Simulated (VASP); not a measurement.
Hf: relaxation of cell and atoms with PBE+rVV10

Crystal: Hf.

```
CELL_PARAMETERS angstrom
3.19670 0.00000 0.00000
-1.59835 2.76842 0.00000
0.00000 0.00000 5.05780
ATOMIC_POSITIONS crystal
Hf 0.66667 0.33333 0.75000
Hf 0.33333 0.66667 0.25000
```

| Quantity | Value |
| --- | --- |
| Program | VASP 6.6.1 |
| Task | relaxation of cell and atoms |
| Functional | PBE |
| Dispersion | rVV10 |
| Potentials or basis | VASP PAW PBE potentials, release 54 (Hf) |
| Cutoff | 580 eV |
| k mesh | 7 × 7 × 4 |
| Occupations | methfessel-paxton, width 0.1 eV |
| Spin | spin-orbit coupling, no magnetisation |
| Further INCAR settings | ALGO = Fast; EDIFF = 1e-07; IBRION = 2; EDIFFG = -0.005; NSW = 40; ISIF = 3 |

* Relaxed volume: 22.12 Å³/atom
* Relaxed cell: a = 3.173 Å, b = 3.173 Å, c = 5.075 Å, α = 90.00°, β = 90.00°, γ = 120.00°
* Space group after relaxing (to 0.05 Å): P6_3/mmc (No. 194)
* Energy gained by relaxing: 1.8 meV/atom
* Ionic steps: 5
* Pressure after relaxing: 0.0 GPa
* Valence electrons inside the program's atomic spheres: Hf 3.10

Step by step:
| step | energy change (eV) | largest force (eV/Å) | pressure (GPa) | volume (Å³) |
| --- | --- | --- | --- | --- |
| 1 | 0.0000 | 0.0000 | -1.32 | 44.76 |
| 2 | 0.0003 | 0.0000 | 1.84 | 43.58 |
| 3 | -0.0030 | 0.0000 | 0.19 | 44.18 |
| 4 | -0.0036 | 0.0000 | 0.01 | 44.24 |
| 5 | -0.0036 | 0.0000 | -0.02 | 44.24 |

Final structure:
```
CELL_PARAMETERS angstrom
3.17278 0.00000 0.00000
-1.58639 2.74771 0.00000
0.00000 0.00000 5.07520
ATOMIC_POSITIONS crystal
Hf 0.66667 0.33333 0.75000
Hf 0.33333 0.66667 0.25000
```

Wall time 13 min on 1 thread of Intel(R) Xeon(R) Platinum 8375C CPU @ 2.90GHz (Ice Lake), with other jobs on the host, peak memory 0.48 GiB.
